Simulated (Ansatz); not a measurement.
Wanted: the native input for an Ansatz 0.2.0 run.

- Task: band structure
- Functional: PBEsol
- Potentials or basis: Ansatz PAW
- Cutoff: 420 eV (not typed: the program's choice for these potentials)
- k mesh: 7 × 7 × 7
- Occupations: fermi-dirac, width 0.05 eV
- Spin: spin-orbit coupling, no magnetisation
- Path: [["G", "L", "B1"], ["B", "Z", "G", "X"], ["Q", "F", "P1", "Z"], ["L", "P"]]
- Points for each segment of the path: 14

The system is Bi2TeSe2 (Skippenite).

```
Bi Te Se
1.0
     2.09150    1.20753    9.71233
    -2.09150    1.20753    9.71233
     0.00000   -2.41506    9.71233
Bi Te Se
2 1 2
Direct
  0.60194 0.60194 0.60194
  0.39806 0.39806 0.39806
  0.00000 0.00000 0.00000
  0.78840 0.78840 0.78840
  0.21160 0.21160 0.21160
```

These files were run (other wordings do the same):

input.yaml

```yaml
crystal:
  lattice:
    - [2.0915, 1.207528088, 9.7123333333]
    - [-2.0915, 1.207528088, 9.7123333333]
    - [0.0, -2.415056176, 9.7123333333]
  atoms:
    - { symbol: Bi, position: [0.60194, 0.60194, 0.60194] }
    - { symbol: Bi, position: [0.39806, 0.39806, 0.39806] }
    - { symbol: Te, position: [0.0, 0.0, 0.0] }
    - { symbol: Se, position: [0.7884, 0.7884, 0.7884] }
    - { symbol: Se, position: [0.2116, 0.2116, 0.2116] }
hamiltonian:
  xc: pbesol
  pseudopotentials: { kind: paw_fr }
magnetization:
  noncollinear: true
  spin_orbit: true
kpoints:
  mp_grid: { grid: [7, 7, 7] }
  band_path:
    path:
      - [[0.0, 0.0, 0.0], [0.5, 0.0, 0.0], [0.5, 0.1769718581, -0.1769718581]]
      - [[0.8230281419, 0.5, 0.1769718581], [0.5, 0.5, 0.5], [0.0, 0.0, 0.0], [0.3384859291, 0.0, -0.3384859291]]
      - [[0.6615140709, 0.3384859291, 0.0], [0.5, 0.5, 0.0], [0.6615140709, 0.6615140709, 0.1769718581], [0.5, 0.5, 0.5]]
      - [[0.5, 0.0, 0.0], [0.8230281419, 0.3384859291, 0.3384859291]]
    npoints: 14
scf:
  occupations: { method: fermi_dirac, width: 0.05 }
  n_extra_bands: 12
output:
  forces: true
  stress: true
  eigenvalues: true
  fatbands: false
```

Potentials or basis: Ansatz PAW.

Command:

```bash
$ ansatz run input.yaml --threads 2 --pin off --max-ram 5632MiB --backend cpu --events-out ev --progress --plain --runs-dir out
```

It gave:

```json
{
 "Pressure": "2.2 GPa",
 "Largest force": "1.670 eV/Å",
 "Band gap on the k mesh": "0.18 eV, indirect (least direct gap 0.34 eV)",
 "Band gap along the path": "0.17 eV, indirect (least direct gap 0.34 eV)"
}
```

Caveat: the PAW data sets come from PBE, with cores solved anew for the run's functional, which leaves a small shift of forces and pressure; forces of over 1 eV/Å show positions far from the minimum, so gaps and moduli don't describe the material at rest.

Run time: 4.6 min on 2 threads of Intel(R) Xeon(R) Processor @ 2.50GHz (Skylake/Cascade Lake), with other jobs on the host, peak memory 1.9 GiB.
